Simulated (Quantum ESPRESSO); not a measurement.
# Zr under changes of volume

One of the cells (23.281 Å³/atom); the others are scaled copies at fixed shape and fractional positions:

```
Zr
1.0
     3.23200    0.00000    0.00000
    -1.61600    2.79899    0.00000
     0.00000    0.00000    5.14700
Zr
2
Direct
  0.66667 0.33333 0.75000
  0.33333 0.66667 0.25000
```

```yaml
Program: Quantum ESPRESSO 7.5
Functional: LDA
Potentials_or_basis: PseudoDojo 0.4.1 SR LDA standard
Cutoff: 952 eV
Density_cutoff: 3810 eV
k_mesh: 9 × 9 × 5
Occupations: fermi-dirac, width 0.05 eV
Spin: no spin polarisation
```

| volume (Å³/atom) | energy over the lowest point (meV/atom) | pressure (GPa) |
| --- | --- | --- |
| 21.884 | 0.00 | -0.1 |
| 22.350 | 3.56 | -2.3 |
| 22.815 | 12.99 | -4.2 |
| 23.281 | 27.75 | -6.0 |
| 23.746 | ? | ? |
| 24.212 | 71.52 | -9.1 |
| 24.678 | 99.75 | -10.4 |

Q: What does the run at 23.746 Å³/atom give?

A: Energy over the lowest point 47.40 meV/atom; pressure -7.6 GPa.

Worked out: A Birch-Murnaghan fit of order 3 (a polynomial in V^(-2/3)) to the other rows has its minimum at 21.85 Å³/atom, just outside them, with B0 = V·E''(V) = 104 GPa and B' = 3.2 at fixed shape and positions, which overstates the stiffness. It gives 47.38 meV/atom at 23.746 Å³/atom, against the run's 47.40, and -dE/dV = -7.6 GPa, against -7.6.

Energies are extrapolated to zero smearing.
